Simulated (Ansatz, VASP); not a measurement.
# One calculation of Ti3Se, two programs

```xyz
4
Lattice="0.0000 3.1740 3.1740 3.1740 0.0000 3.1740 3.1740 3.1740 0.0000" Properties=species:S:1:pos:R:3 pbc="T T T"
Ti    1.5870    1.5870    1.5870
Ti    4.7609    4.7609    4.7609
Ti    3.1740    3.1740    3.1740
Se    0.0000    0.0000    0.0000
```

Change from the starting cell: species swapped into the Eu3Mg type (Fm-3m, No. 225).

Alike in both runs: functional PBE; k mesh 6 × 6 × 6; occupations gaussian, width 0.1 eV; collinear spin.

Ansatz relaxed the structure, and its values are those at the end. VASP's run is a single point on that final structure, the one shown.

```csv
,VASP,Ansatz
version,VASP 6.6.1,Ansatz 0.2.0
potentials or method,"VASP PAW PBE potentials, release 64 (Ti_sv, Se)","scalar-relativistic, plane waves, PAW"
plane-wave cutoff (eV),520,420
valence electrons in the cell,42,52
```

```csv
,VASP,Ansatz,Ansatz less VASP
gap on the k mesh at the Fermi level (eV),none,none,-
pressure (GPa),0.0,0.0,+0.01
net moment per atom (μB),0.00,0.00,-0.001
```

A gap of «none» marks a metal or a gap that the smearing closes. The two sets of potentials don't hold the same shells in valence. Ansatz warned: «seeded_moment_not_kept».
